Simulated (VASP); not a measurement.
Wanted: the native input for a VASP 6.6.1 run.

- Task: relaxation of cell and atoms
- Functional: PBEsol
- Potentials or basis: VASP PAW PBE potentials, release 64 (K_sv, Br)
- Cutoff: 600 eV
- k mesh: 8 × 8 × 8
- Occupations: gaussian, width 0.03 eV
- Spin: no spin polarisation
- Further INCAR settings: ALGO = Normal; EDIFF = 1e-06; IBRION = 2; EDIFFG = -0.01; NSW = 90; ISIF = 3

The structure of KBr lies in POSCAR:

```
KBr
1.0
    0.0000000000      3.3000000000      3.3000000000
    3.3000000000      0.0000000000      3.3000000000
    3.3000000000      3.3000000000      0.0000000000
K Br
1 1
Direct
    0.0000000000      0.0000000000      0.0000000000
    0.5000000000      0.5000000000      0.5000000000
```

These files were run (other wordings do the same):

INCAR

```
ALGO = Normal
EDIFF = 1E-6
EDIFFG = -0.01
ENCUT = 600
GGA = PS
IBRION = 2
ISIF = 3
ISMEAR = 0
KPAR = 4
LASPH = T
LCHARG = F
LREAL = F
LWAVE = F
NELM = 80
NSW = 90
PREC = Accurate
SIGMA = 0.03
```

KPOINTS

```
k-points
0
Gamma
  8 8 8
```

Potentials or basis: VASP PAW PBE potentials, release 64 (K_sv, Br).

The run is started by

```sh
$ cat potpaw_PBE.64/K_sv/POTCAR potpaw_PBE.64/Br/POTCAR > POTCAR
$ mpirun -np 4 vasp_std > vasp.out
```

Results of the run:

```yaml
Relaxed_volume: 35.28 Å³/atom
Relaxed_cell: a = 4.638 Å, b = 4.638 Å, c = 4.638 Å, α = 60.00°, β = 60.00°, γ = 60.00°
Space_group_after_relaxing_to_0.05_Å: Fm-3m (No. 225)
Energy_gained_by_relaxing: 0.6 meV/atom
Ionic_steps: 5
Pressure_after_relaxing: 0.0 GPa
Band_gap_on_the_k_mesh: 4.32 eV, direct
```

Caveat: the PAW data sets were made with another functional, which shifts forces and pressure a little.

Run time: 68 s on 4 MPI ranks on Intel(R) Xeon(R) Platinum 8259CL CPU @ 2.50GHz (Skylake/Cascade Lake) (shared host), peak memory 0.25 GiB a rank.
